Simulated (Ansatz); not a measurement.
Runs of Ansatz 0.2.0 on HfO2. The structure is orthorhombic, space group Pnma (No. 62). The conventional cell has a = 5.556 Å, b = 3.334 Å, c = 6.505 Å, α = 90.00°, β = 90.00°, γ = 90.00°. Hf (site symmetry m) has 7 O at 2.14 to 2.27 Å as nearest neighbours. O (site symmetry m) has 4 Hf at 2.14 to 2.17 Å as nearest neighbours. Around O (site symmetry m) lie 3 Hf at 2.16 to 2.27 Å. Measurements of this composition are mostly on another form, of space group No. 14.

```csv
task,level,U,cell,k mesh,cutoff (eV),points for each segment of the path,hubbard projectors,double counting,gap on the mesh (eV),pressure (GPa),relaxed volume (Å³/atom),largest force (eV/Å)
single point,PBE,-,as given,5 × 8 × 4,250,-,-,-,3.38,3.2,-,0.10
single point,PBE,-,as given,9 × 14 × 7,420,-,-,-,3.46,3.3,-,(a)
relaxation of cell and atoms,r2SCAN,-,relaxed,5 × 8 × 4,500,-,-,-,3.98,0.0,9.91,0.01
band structure,PBEsol+U,Hf d U = 3.5 eV,as given,5 × 8 × 4,420,10,ortho-atomic (the default),fll (the default),3.81,(c),-,(d)
relaxation of cell and atoms,PBE,-,relaxed,5 × 8 × 4,420,-,-,-,(b),0.0,10.17,-
```

Alike in all rows: potentials or basis Ansatz PAW; no spin polarisation; smearing fermi-dirac 0.05 eV.

Estimate the missing entries.

(a) 0.06; (b) 3.44; (c) -0.2; (d) 0.07.

Caveats: spin-orbit coupling is left out, which moves the levels of the heavy elements; odd divisions of the mesh miss points on the zone boundary, where band edges often lie, so the gap on the mesh can be too wide (some runs); the plane-wave basis is chosen anew once the cell has moved, so the energies of steps on either side of that aren't comparable (some runs); the PAW data sets come from PBE, with cores solved anew for the run's functional, which leaves a small shift of forces and pressure (some runs); the pressure holds a Pulay correction of +119.2 GPa for the finite cutoff (some runs); the cutoff lies under the one recommended for these potentials (some runs).

A k mesh can miss the band edges, and the runs leave out spin-orbit coupling on Hf.
